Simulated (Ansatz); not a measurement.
How far is PAW off for Ti?

```
CELL_PARAMETERS angstrom
2.95000 0.02950 0.02950
-1.44945 2.54002 0.01080
0.04686 0.04686 4.68600
ATOMIC_POSITIONS crystal
Ti 0.33333 0.66667 0.25000
Ti 0.66667 0.33333 0.75000
```

Atoms are numbered in the order listed.

The cell is COD entry 9008517, as deposited and not checked against the literature; nothing was relaxed. The listed cell was then made from it by scaling, straining or moving an atom.

Methods: DFT, PBE, PAW with Ansatz's default frozen-core files, scalar-relativistic (Ansatz 0.2.0); DFT, PBE, all-electron PAW with datasets made for the crystal, scalar-relativistic (Ansatz 0.2.0); DFT, PBE, all-electron LAPW, scalar-relativistic (Ansatz 0.2.0).

For PAW: a Γ-centred 13×13×7 k mesh, Fermi–Dirac smearing of 0.08 eV, cutoff 420 eV, no spin polarisation. The crystal-made all-electron datasets (AE datasets) take a cutoff of 260 eV at this cell. LAPW targets a basis error of 0.5 meV/atom. The Ansatz runs share mesh, smearing and spin set-up. Plane-wave (PAW) pressures include the program's estimate of the Pulay term.

Stress and pressure are positive in compression.

The change that made this cell: equal xy, yz and zx engineering shear strains of +2 %.

In a metal, gradients converge slowly with the k mesh: the values move by tens of per cent from one mesh to another, at times in sign, so only the comparison on one mesh counts.

| quantity | PAW | AE datasets | LAPW |
| --- | --- | --- | --- |
| pressure (GPa) | -1.54 | -1.55 | -1.55 |
| stress xx (GPa) | -1.42 | -1.43 | -1.43 |
| stress yy (GPa) | -1.38 | -1.39 | -1.39 |
| stress zz (GPa) | -1.81 | -1.81 | -1.82 |
| stress yz (GPa) | -0.77 | -0.77 | -0.77 |
| stress xz (GPa) | -0.77 | -0.77 | -0.77 |
| stress xy (GPa) | -1.20 | -1.20 | -1.20 |
| force on Ti1, x (eV/Å) | -0.052 | -0.052 | -0.052 |
| field gradient Vzz at Ti1 (10²¹ V/m²) | 1.84 | 1.81 | – |
